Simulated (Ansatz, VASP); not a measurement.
BaS in VASP and in Ansatz

INCAR

```
PREC = Accurate
ENCUT = 520
EDIFF = 1E-6
ISMEAR = 0
SIGMA = 0.05
LREAL = F
LASPH = T
NELM = 80
ALGO = Normal
ISIF = 2
LWAVE = F
LCHARG = T
GGA = PS
LELF = T
LVHAR = T
NBANDS = 15
```

The input KPOINTS:

```
Automatic mesh
0
Gamma
  6 6 6
```

The input POSCAR:

```
BaS
1.0
    0.0000000000      3.2075953217      3.2075953217
    3.2075953217      0.0000000000      3.2075953217
    3.2075953217      3.2075953217      0.0000000000
Ba S
1 1
Direct
    0.5000000000      0.5000000000      0.5000000000
    0.0000000000      0.0000000000      0.0000000000
```

Input for Ansatz:

```yaml
crystal:
  lattice:
    - [0.0, 3.2075953217, 3.2075953217]
    - [3.2075953217, 0.0, 3.2075953217]
    - [3.2075953217, 3.2075953217, 0.0]
  atoms:
    - { symbol: Ba, position: [0.5, 0.5, 0.5] }
    - { symbol: S, position: [0.0, 0.0, 0.0] }
basis:
  ecutwfc: 420
  ecutrho_ratio: 4
kpoints:
  mp_grid: { grid: [6, 6, 6] }
hamiltonian:
  xc: pbesol
scf:
  occupations: { method: gaussian, width: 0.05 }
output:
  forces: true
  stress: true
  eigenvalues: true
```

Alike in both runs: task single point; functional PBEsol; k mesh 6 × 6 × 6; occupations gaussian, width 0.05 eV; no spin polarisation.

```csv
,VASP,Ansatz
version,VASP 6.6.1,Ansatz 0.2.0
potentials or method,"VASP PAW PBE potentials, release 64 (Ba_sv, S)","scalar-relativistic, plane waves, PAW"
plane-wave cutoff (eV),520,420
valence electrons in the cell,16,16
```

```tsv
	VASP	Ansatz	Ansatz less VASP
gap on the k mesh at the Fermi level (eV)	2.00	2.10	+0.096
least direct gap on the mesh (eV)	2.15	2.22	+0.065
pressure (GPa)	-1.1	-1.7	-0.59
```

The functional is the same, so the differences come from potentials, cutoffs and numerics.

Caveats: the PAW data sets were made with another functional, which shifts forces and pressure a little (VASP); spin-orbit coupling is left out, which moves the levels of the heavy elements. A k mesh can miss the band edges.
